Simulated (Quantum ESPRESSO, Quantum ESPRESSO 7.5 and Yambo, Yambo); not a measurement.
# Quasiparticle gap of MoS2 (2H monolayer) in Yambo

Aim: the G0W0 gap of MoS2 (2H monolayer) on PBE with spin-orbit coupling, step by step.

Program: Quantum ESPRESSO 7.5 and Yambo 5.3.0. Level of theory: PBE and many-body steps on it, plane waves. Results are calculated unless marked as measured.

**What was measured.**

- Gap 1.7 eV: STS gap over single and lateral double sulfur vacancies; scanning tunnelling spectroscopy; 4.3 K; monolayer on graphite (“Probing the Relationship between Defects and Enhanced Mobility in MoS2 Monolayers Grown by Mo Foil”, 2024, arxiv:2405.17373).

- Gap 2 eV: quasiparticle gap from STS, about 4 nm away from grain boundary; scanning tunnelling spectroscopy; 300 K; monolayer on HOPG (“Evolution of Metastable Defects and Its Effect on the Electronic Properties of MoS2 Films”, 2018, pmc:5928116).

- Gap 1.85 eV: optical gap from PL peak (excitonic); photoluminescence, 473 nm laser; monolayer on sapphire (“Determination of band alignment in the single layer MoS2/WSe2 heterojunction”, 2014, arxiv:1406.5137).

- Gap 2.33 eV: quasiparticle gap onset from absorbance critical point analysis; optical absorbance, critical point analysis; 300 K; monolayer (exfoliated monolayer on hBN) on hBN (“Impact of intrinsic and extrinsic imperfections on the electronic and optical properties of MoS2”, 2019, arxiv:1905.01242).

- Gap 1.84 eV: optical direct gap, main PL peak; micro-photoluminescence, 488 nm excitation; 300 K; monolayer (CVD-grown monolayer flake, before ferroelectric poling) (“Reconfigurable Local Photoluminescence of Atomically-Thin Semiconductors via Ferroelectric-Assisted Effects”, 2019, pmc:6915559).

This is a selection; 32 further reports are not listed.

## Step 1: Set-up

The cell holds 3 atoms: 1 Mo and 2 S. Cell: a = 3.185 Å, b = 3.185 Å, c = 16.000 Å, α = 90.0°, β = 90.0°, γ = 120.0°. Vacuum lies along c.

The structure was relaxed with PBE. The runs that relaxed it are not among those shown.

## Step 2: Ground state

This step: Quantum ESPRESSO 7.5; DFT, PBE with spin-orbit coupling, plane waves, norm-conserving pseudopotentials.

The ground-state density comes first.

pw.in

```
&control
  calculation = 'scf'
  prefix = 'x'
  outdir = 'o'
  pseudo_dir = 'pseudo'
/
&system
  ibrav = 0
  nat = 3
  ntyp = 2
  ecutwfc = 72.0
  nbnd = 36
  force_symmorphic = .true.
  noncolin = .true.
  lspinorb = .true.
/
&electrons
  conv_thr = 1e-10
  electron_maxstep = 80
  mixing_beta = 0.5
/
ATOMIC_SPECIES
  Mo 95.95 Mo.upf
  S 32.06 S.upf
CELL_PARAMETERS angstrom
  3.1851812601 -0.0000000000 0.0000000000
  -1.5925906300 2.7584478869 0.0000000000
  0.0000000000 0.0000000000 16.0000000000
ATOMIC_POSITIONS crystal
  Mo 0.3333333333 0.6666666667 0.5000000000
  S 0.6666666667 0.3333333333 0.5976880399
  S 0.6666666667 0.3333333333 0.4023119601
K_POINTS automatic
  12 12 1 0 0 0
```

Started as:

```console
OMP_NUM_THREADS=1 mpirun -n 4 pw.x -nk 4 -in pw.in > pw.out
```

Output:

```text
Program PWSCF v.7.5 starts

     This program is part of the open-source Quantum ESPRESSO suite
     for quantum simulation of materials; please cite
         "P. Giannozzi et al., J. Phys.:Condens. Matter 21 395502 (2009);
         "P. Giannozzi et al., J. Phys.:Condens. Matter 29 465901 (2017);
         "P. Giannozzi et al., J. Chem. Phys. 152 154105 (2020);
     in publications or presentations arising from this work. More details at
     Message from routine setup:
     using ibrav=0 with symmetry is DISCOURAGED, use correct ibrav instead

     G-vector sticks info

     bravais-lattice index     =            0
     lattice parameter (alat)  =       6.0191  a.u.
     unit-cell volume          =     948.6708 (a.u.)^3
     number of atoms/cell      =            3
     number of atomic types    =            2
     number of electrons       =        26.00
     number of Kohn-Sham states=           36
     kinetic-energy cutoff     =      72.0000  Ry
     charge density cutoff     =     288.0000  Ry
     scf convergence threshold =      1.0E-10
     mixing beta               =       0.5000
     number of iterations used =            8  plain     mixing
     Exchange-correlation= PBE
                           (   1   4   3   4   0   0   0)
     Non magnetic calculation with spin-orbit

     celldm(1)=   6.019120  celldm(2)=   0.000000  celldm(3)=   0.000000
     celldm(4)=   0.000000  celldm(5)=   0.000000  celldm(6)=   0.000000

     crystal axes: (cart. coord. in units of alat)
               a(1) = (   1.000000  -0.000000   0.000000 )
               a(2) = (  -0.500000   0.866025   0.000000 )
               a(3) = (   0.000000   0.000000   5.023262 )

     reciprocal axes: (cart. coord. in units 2 pi/alat)
               b(1) = (  1.000000  0.577350 -0.000000 )
               b(2) = (  0.000000  1.154701 -0.000000 )
               b(3) = ( -0.000000 -0.000000  0.199074 )
     Pseudo is Norm-conserving + core correction, Zval = 14.0
     Generated using ONCVPSP code by D. R. Hamann
     Using radial grid of 1640 points, 10 beta functions with:
     Pseudo is Norm-conserving + core correction, Zval =  6.0
     Generated using ONCVPSP code by D. R. Hamann
     Using radial grid of 1146 points, 10 beta functions with:
     Mo               14.00    95.95000     Mo( 1.00)
     S                 6.00    32.06000     S ( 1.00)

     12 Sym. Ops. (no inversion) found

   Cartesian axes

     site n.     atom                  positions (alat units)
         1        Mo     tau(   1) = (  -0.0000000   0.5773503   2.5116310  )
         2        S      tau(   2) = (   0.5000000   0.2886751   3.0023436  )
         3        S      tau(   3) = (   0.5000000   0.2886751   2.0209184  )

     number of k points=    19
                       cart. coord. in units 2pi/alat
        k(    1) = (   0.0000000   0.0000000   0.0000000), wk =   0.0069444
        k(    2) = (   0.0000000   0.0962250   0.0000000), wk =   0.0416667
        k(    3) = (   0.0000000   0.1924501   0.0000000), wk =   0.0416667
        k(    4) = (   0.0000000   0.2886751   0.0000000), wk =   0.0416667
        k(    5) = (   0.0000000   0.3849002   0.0000000), wk =   0.0416667
        k(    6) = (   0.0000000   0.4811252   0.0000000), wk =   0.0416667
        k(    7) = (   0.0000000  -0.5773503   0.0000000), wk =   0.0208333
        k(    8) = (   0.0833333   0.1443376   0.0000000), wk =   0.0416667
        k(    9) = (   0.0833333   0.2405626   0.0000000), wk =   0.0833333
        k(   10) = (   0.0833333   0.3367877   0.0000000), wk =   0.0833333
     [... 7 further rows ...]
        k(   18) = (   0.2500000   0.5292377   0.0000000), wk =   0.0833333
        k(   19) = (   0.3333333   0.5773503   0.0000000), wk =   0.0138889

     Dense  grid:    78259 G-vectors     FFT dimensions: (  36,  36, 180)

     Initial potential from superposition of free atoms

     starting charge      25.9985, renormalised to      26.0000
     Starting wfcs are   36 randomized atomic wfcs

     per-process dynamical memory:   162.2 Mb

     Self-consistent Calculation

     iteration #  1     ecut=    72.00 Ry     beta= 0.50

     total energy              =    -184.68556450 Ry
     estimated scf accuracy    <       0.45581813 Ry

     iteration #  2     ecut=    72.00 Ry     beta= 0.50

     total energy              =    -184.62446884 Ry
     estimated scf accuracy    <       1.81056183 Ry

     iteration #  3     ecut=    72.00 Ry     beta= 0.50

     total energy              =    -184.88441337 Ry
     estimated scf accuracy    <       0.02969413 Ry

     iteration #  4     ecut=    72.00 Ry     beta= 0.50

     total energy              =    -184.88766240 Ry
     estimated scf accuracy    <       0.00152034 Ry

     iteration #  5     ecut=    72.00 Ry     beta= 0.50

     total energy              =    -184.88799281 Ry
     estimated scf accuracy    <       0.00010873 Ry

     iteration #  6     ecut=    72.00 Ry     beta= 0.50

     total energy              =    -184.88800561 Ry
     estimated scf accuracy    <       0.00000406 Ry

     iteration #  7     ecut=    72.00 Ry     beta= 0.50

     total energy              =    -184.88800714 Ry
     estimated scf accuracy    <       0.00000296 Ry

     iteration #  8     ecut=    72.00 Ry     beta= 0.50

     total energy              =    -184.88800769 Ry
     estimated scf accuracy    <       0.00000025 Ry

     iteration #  9     ecut=    72.00 Ry     beta= 0.50

     total energy              =    -184.88800771 Ry
     estimated scf accuracy    <       0.00000005 Ry

     iteration # 10     ecut=    72.00 Ry     beta= 0.50

     total energy              =    -184.88800771 Ry
     estimated scf accuracy    <          3.0E-09 Ry

     iteration # 11     ecut=    72.00 Ry     beta= 0.50

     total energy              =    -184.88800771 Ry
     estimated scf accuracy    <          3.4E-10 Ry

     iteration # 12     ecut=    72.00 Ry     beta= 0.50

     End of self-consistent calculation

          k = 0.0000 0.0000 0.0000 (  9735 PWs)   bands (ev):

   -60.5858 -60.5858 -36.3142 -36.3142 -33.8824 -33.8824 -33.7341 -33.7341
   -13.8070 -13.8070 -12.5062 -12.5062  -5.3261  -5.3261  -2.3746  -2.3746
    -2.3103  -2.3103  -1.4960  -1.4960  -1.2804  -1.2804  -1.1960  -1.1960
     0.2719   0.2719   2.9781   2.9781   3.0572   3.0572   3.2711   3.2711
     3.2716   3.2716   5.6132   5.6132

          k = 0.0000 0.0962 0.0000 (  9746 PWs)   bands (ev):

   -60.5833 -60.5833 -36.3210 -36.3210 -33.8853 -33.8853 -33.7506 -33.7506
   -13.7052 -13.7052 -12.4644 -12.4644  -5.2096  -5.2096  -2.5725  -2.5725
    -2.2346  -2.2346  -1.9888  -1.9888  -1.4007  -1.4007  -0.9006  -0.9006
     0.2191   0.2191   2.8779   2.8779   2.9946   2.9946   3.1461   3.1461
     3.2157   3.2157   5.7931   5.7931

          k = 0.0000 0.1925 0.0000 (  9742 PWs)   bands (ev):

   -60.5766 -60.5766 -36.3400 -36.3400 -33.8971 -33.8971 -33.7909 -33.7909
   -13.4159 -13.4159 -12.3455 -12.3455  -4.9165  -4.9165  -3.0923  -3.0923
    -2.6355  -2.6355  -1.9397  -1.9397  -1.7806  -1.7806  -0.8101  -0.8101
    -0.0166  -0.0166   2.5584   2.5584   2.8326   2.8326   2.8931   2.8931
     3.6117   3.6117   6.2106   6.2106

          k = 0.0000 0.2887 0.0000 (  9784 PWs)   bands (ev):

     [... further k-points ...]

     highest occupied, lowest unoccupied level (ev):     0.3244    1.9222

!    total energy              =    -184.88800771 Ry
     estimated scf accuracy    <          4.2E-11 Ry

     The total energy is the sum of the following terms:
     one-electron contribution =    -790.86124928 Ry
     hartree contribution      =     396.96687662 Ry
     xc contribution           =     -33.33958525 Ry
     ewald contribution        =     242.34595019 Ry

     convergence has been achieved in  12 iterations

     XML data file, charge density, pseudopotentials, collected wavefunctions

=------------------------------------------------------------------------------=
   JOB DONE.
=------------------------------------------------------------------------------=
```

Wall time 2.2 min (4 MPI ranks of Arm Neoverse V1, shared host); peak memory 1 GiB.

Numbers from this step:

* total energy: -2515.5295 eV
* gap: 1.598 eV
* k of the valence top: 0.3333, 0.3333, 0
* k of the conduction bottom: 0.3333, 0.3333, 0
* least direct gap: 1.598 eV

The gap is direct, at (0.333, 0.333, 0.000).

## Step 3: Bands along the symmetry lines

Levels along a band path, at the cheap level, show where the edges lie and whether the meshes to come will hold them.

pw.in

```
&control
  calculation = 'bands'
  prefix = 'x'
  outdir = 'o'
  pseudo_dir = 'pseudo'
/
&system
  ibrav = 0
  nat = 3
  ntyp = 2
  ecutwfc = 72.0
  nbnd = 38
  force_symmorphic = .true.
  noncolin = .true.
  lspinorb = .true.
/
&electrons
  conv_thr = 1e-9
  electron_maxstep = 80
  diago_full_acc = .true.
  diago_thr_init = 5e-6
/
ATOMIC_SPECIES
  Mo 95.95 Mo.upf
  S 32.06 S.upf
CELL_PARAMETERS angstrom
  3.1851812601 -0.0000000000 0.0000000000
  -1.5925906300 2.7584478869 0.0000000000
  0.0000000000 0.0000000000 16.0000000000
ATOMIC_POSITIONS crystal
  Mo 0.3333333333 0.6666666667 0.5000000000
  S 0.6666666667 0.3333333333 0.5976880399
  S 0.6666666667 0.3333333333 0.4023119601
K_POINTS crystal
  25
  0.00000000 0.00000000 0.00000000 1
  0.06250000 0.00000000 0.00000000 1
  0.12500000 0.00000000 0.00000000 1
  0.18750000 0.00000000 0.00000000 1
  0.25000000 0.00000000 0.00000000 1
  0.31250000 0.00000000 0.00000000 1
  0.37500000 0.00000000 0.00000000 1
  0.43750000 0.00000000 0.00000000 1
  0.50000000 0.00000000 0.00000000 1
  0.47916667 0.04166667 0.00000000 1
  0.45833333 0.08333333 0.00000000 1
  0.43750000 0.12500000 0.00000000 1
  0.41666666 0.16666666 0.00000000 1
  0.39583333 0.20833333 0.00000000 1
  0.37500000 0.25000000 0.00000000 1
  0.35416666 0.29166666 0.00000000 1
  0.33333333 0.33333333 0.00000000 1
  0.29166666 0.29166666 0.00000000 1
  0.25000000 0.25000000 0.00000000 1
  0.20833333 0.20833333 0.00000000 1
  0.16666666 0.16666666 0.00000000 1
  0.12500000 0.12500000 0.00000000 1
  0.08333333 0.08333333 0.00000000 1
  0.04166667 0.04166667 0.00000000 1
  0.00000000 0.00000000 0.00000000 1
```

Output:

```text
[banner, memory and clock lines left out]
Program PWSCF v.7.5 starts

     Atomic positions and unit cell read from directory:
     o/x.save/

     Message from routine setup:
     using ibrav=0 with symmetry is DISCOURAGED, use correct ibrav instead

     G-vector sticks info

     bravais-lattice index     =            0
     lattice parameter (alat)  =       6.0191  a.u.
     unit-cell volume          =     948.6708 (a.u.)^3
     number of atoms/cell      =            3
     number of atomic types    =            2
     number of electrons       =        26.00
     number of Kohn-Sham states=           38
     kinetic-energy cutoff     =      72.0000  Ry
     charge density cutoff     =     288.0000  Ry
     Exchange-correlation= PBE
                           (   1   4   3   4   0   0   0)
     Non magnetic calculation with spin-orbit

     celldm(1)=   6.019120  celldm(2)=   0.000000  celldm(3)=   0.000000
     celldm(4)=   0.000000  celldm(5)=   0.000000  celldm(6)=   0.000000

     crystal axes: (cart. coord. in units of alat)
               a(1) = (   1.000000  -0.000000   0.000000 )
               a(2) = (  -0.500000   0.866025   0.000000 )
               a(3) = (   0.000000   0.000000   5.023262 )

     reciprocal axes: (cart. coord. in units 2 pi/alat)
               b(1) = (  1.000000  0.577350 -0.000000 )
               b(2) = (  0.000000  1.154701 -0.000000 )
               b(3) = ( -0.000000 -0.000000  0.199074 )
     Pseudo is Norm-conserving + core correction, Zval = 14.0
     Generated using ONCVPSP code by D. R. Hamann
     Using radial grid of 1640 points, 10 beta functions with:
     Pseudo is Norm-conserving + core correction, Zval =  6.0
     Generated using ONCVPSP code by D. R. Hamann
     Using radial grid of 1146 points, 10 beta functions with:
     Mo               14.00    95.95000     Mo( 1.00)
     S                 6.00    32.06000     S ( 1.00)

     12 Sym. Ops. (no inversion) found

   Cartesian axes

     site n.     atom                  positions (alat units)
         1        Mo     tau(   1) = (  -0.0000000   0.5773503   2.5116310  )
         2        S      tau(   2) = (   0.5000000   0.2886751   3.0023436  )
         3        S      tau(   3) = (   0.5000000   0.2886751   2.0209184  )

     number of k points=    25
                       cart. coord. in units 2pi/alat
        k(    1) = (   0.0000000   0.0000000   0.0000000), wk =   0.0400000
        k(    2) = (   0.0625000   0.0360844   0.0000000), wk =   0.0400000
        k(    3) = (   0.1250000   0.0721688   0.0000000), wk =   0.0400000
[...]
[... 13 further rows ...]
        k(   24) = (   0.0416667   0.0721688   0.0000000), wk =   0.0400000
        k(   25) = (   0.0000000   0.0000000   0.0000000), wk =   0.0400000

     Dense  grid:    78259 G-vectors     FFT dimensions: (  36,  36, 180)

     The potential is recalculated from file :
     o/x.save/charge-density

     Starting wfcs are   36 randomized atomic wfcs +    2 random wfcs

     Band Structure Calculation

     End of band structure calculation

          k = 0.0000 0.0000 0.0000 (  9735 PWs)   bands (ev):

   -60.5859 -60.5859 -36.3143 -36.3143 -33.8825 -33.8825 -33.7342 -33.7342
   -13.8071 -13.8071 -12.5063 -12.5063  -5.3261  -5.3261  -2.3747  -2.3747
    -2.3104  -2.3104  -1.4960  -1.4960  -1.2805  -1.2805  -1.1961  -1.1961
[...]
3.2715   3.2715   5.6132   5.6132   6.0393   6.0393

          k = 0.0625 0.0361 0.0000 (  9744 PWs)   bands (ev):

[...]
3.2101   3.2101   5.7201   5.7201   6.1150   6.1150

          k = 0.1250 0.0722 0.0000 (  9746 PWs)   bands (ev):

[...]
3.3945   3.3945   5.9783   5.9783   6.3368   6.3368

[...]
k = 0.0417 0.0722 0.0000 (  9735 PWs)   bands (ev):

[...]
3.1923   3.2068   5.7521   5.7525   6.1400   6.1401

          k = 0.0000 0.0000 0.0000 (  9735 PWs)   bands (ev):

[...]
-2.3104  -2.3104  -1.4960  -1.4960  -1.2805  -1.2805  -1.1961  -1.1961
     0.2718   0.2718   2.9780   2.9780   3.0572   3.0572   3.2711   3.2711
     3.2715   3.2715   5.6132   5.6132   6.0393   6.4939

     XML data file, pseudopotentials, collected wavefunctions
```

Run time: 66 s. Hardware: 4 MPI ranks; peak memory 0.63 GiB; 4.4 min of CPU time.

This step gave:

- gap: 1.598 eV
- k of the valence top: 0.3333, 0.3333, 0
- k of the conduction bottom: 0.3333, 0.3333, 0
- least direct gap: 1.598 eV

The gap is 1.598 eV, as in the run before at this level.

The electronic bands at the labelled points (eV, zero at the top of the highest filled band):

```tsv
point	band 23	band 24	band 25	band 26	band 27	band 28	band 29	band 30
Γ	-1.52	-1.52	-0.05	-0.05	2.65	2.65	2.73	2.73
halfway	-1.37	-1.37	-0.77	-0.77	2.11	2.11	2.30	2.30
M	-1.04	-1.04	-0.68	-0.68	2.17	2.17	2.69	2.69
halfway	-1.94	-1.93	-0.43	-0.32	2.04	2.09	2.89	3.04
K	-2.22	-2.19	-0.15	0.00	1.60	1.60	2.99	3.02
halfway	-1.12	-1.08	-0.87	-0.80	1.84	1.91	2.40	2.42
Γ	-1.52	-1.52	-0.05	-0.05	2.65	2.65	2.73	2.73
```

(Part 1 of 3 ends here.)

[Paths, hosts, dates, memory and timing lines, banners, echoed tables and standing remarks are left out of the program output.]

[Logs are printed without paths, hosts, clocks, repeated set-up lines and the standing remarks that a program may print on its own settings, such as how far it seeks lower states.]

[Runs of the session that timed out or met a known fault of the program may be left out.]

[Hosts, paths, dates, database ids (printed as entryN), source tags and the programs' standing remarks are cut or masked in the printed files.]
